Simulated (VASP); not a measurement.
MoSe2:

```xyz
6
Lattice="3.2925 0.0000 0.0000 -1.6463 2.8514 0.0000 0.0000 0.0000 13.2269" Properties=species:S:1:pos:R:3 pbc="T T T"
Mo    0.0000    1.9009    3.3067
Mo    1.6463    0.9505    9.9202
Se    0.0000    1.9009    8.2428
Se    1.6463    0.9505    1.6293
Se    0.0000    1.9009   11.5976
Se    1.6463    0.9505    4.9842
```

The cell isn't the ideal one: a relaxed cell with its volume scaled by 1.02.

- Program: VASP 6.6.1
- Task: relaxation of shape and atoms at fixed volume
- Functional: PBEsol
- Potentials or basis: VASP PAW PBE potentials, release 64 (Mo_sv, Se)
- Cutoff: 600 eV
- k mesh: 9 × 9 × 2
- Occupations: gaussian, width 0.03 eV
- Spin: no spin polarisation

At the start: pressure -2.5 GPa; volume 20.70 Å³/atom.

Question: Where does the relaxation end?

Answer: Over 5 steps the energy falls by 2.6 meV/atom; space group P6_3/mmc (No. 194, to 0.05 Å).

The path:
| step | energy change (eV) | largest force (eV/Å) | pressure (GPa) |
| --- | --- | --- | --- |
| 1 | 0.0000 | 0.2981 | -2.48 |
| 2 | -0.0090 | 0.0307 | -1.32 |
| 3 | -0.0090 | 0.0312 | -1.32 |
| 4 | -0.0130 | 0.0172 | -0.97 |
| 5 | -0.0155 | 0.0053 | -0.40 |

Final structure:
```xyz
6
Lattice="3.2762 0.0000 0.0000 -1.6381 2.8373 0.0000 0.0000 0.0000 13.3592" Properties=species:S:1:pos:R:3 pbc="T T T"
Mo    0.0000    1.8915    3.3398
Mo    1.6381    0.9458   10.0194
Se    0.0000    1.8915    8.3543
Se    1.6381    0.9458    1.6747
Se    0.0000    1.8915   11.6845
Se    1.6381    0.9458    5.0049
```

Caveat: the PAW data sets were made with another functional, which shifts forces and pressure a little; this functional lacks dispersion, which binds the layers, so the pressure and a relaxed spacing across them are unreliable.
